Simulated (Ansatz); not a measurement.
# Cu: the cost of one run

Method: DFT PBE, scalar-relativistic, plane waves, PAW, in Ansatz 0.2.0.

**1. The starting structure**

It takes space group P-3m1 (No. 164, trigonal). Conventional cell: a = 2.556 Å, b = 2.556 Å, c = 32.784 Å, α = 90.00°, β = 90.00°, γ = 120.00°. Around Cu (site symmetry 3m) lie 9 Cu at 2.56 Å. Cu (site symmetry 3m) is surrounded by 12 Cu at 2.56 Å.

Coordinates:

```
Cu
1.0
     2.55619    0.00000    0.00000
     1.27810    2.21373    0.00000
     0.00000    0.00000   32.78409
Cu
10
Direct
  0.00000 0.00000 0.21352
  0.33333 0.33333 0.27718
  0.66667 0.66667 0.34084
  0.00000 0.00000 0.40451
  0.33333 0.33333 0.46817
  0.66667 0.66667 0.53183
  0.00000 0.00000 0.59549
  0.33333 0.33333 0.65916
  0.66667 0.66667 0.72282
  0.00000 0.00000 0.78648
```

**2. Relaxing the atoms: Cu10 slab, no spin**

input.yaml

```yaml
crystal:
  lattice:
    - [2.55619101, 0.0, 0.0]
    - [1.27809551, 2.21372636, 0.0]
    - [0.0, 0.0, 32.78409101]
  atoms:
    - { symbol: Cu, position: [0.0, 0.0, 0.2135181969] }
    - { symbol: Cu, position: [0.3333333333, 0.3333333333, 0.2771808198] }
    - { symbol: Cu, position: [0.6666666667, 0.6666666667, 0.3408434427] }
    - { symbol: Cu, position: [0.0, 0.0, 0.4045060656] }
    - { symbol: Cu, position: [0.3333333333, 0.3333333333, 0.4681686885] }
    - { symbol: Cu, position: [0.6666666667, 0.6666666667, 0.5318313115] }
    - { symbol: Cu, position: [0.0, 0.0, 0.5954939344] }
    - { symbol: Cu, position: [0.3333333333, 0.3333333333, 0.6591565573] }
    - { symbol: Cu, position: [0.6666666667, 0.6666666667, 0.7228191802] }
    - { symbol: Cu, position: [0.0, 0.0, 0.7864818031] }
scf:
  occupations: { method: gaussian, width: 0.1 }
output:
  forces: true
  stress: false
  write_density: true
  write_potential: true
  elf: true
  volumetric_format: npy
hamiltonian:
  xc: pbe
kpoints:
  mp_grid: { grid: [18, 18, 1] }
relax:
  f_tol: 0.01
```

Run with:

```bash
$ ansatz run input.yaml --threads 8 --pin off --max-ram 20480MiB --backend cpu --events-out ev --progress --plain --runs-dir out
```

Q: Estimate wall time and peak memory on 8 threads of Intel Xeon Platinum 8259CL at 2.50GHz (Skylake/Cascade Lake), shared host.

About 40 s, with a peak of 1.5 GiB.
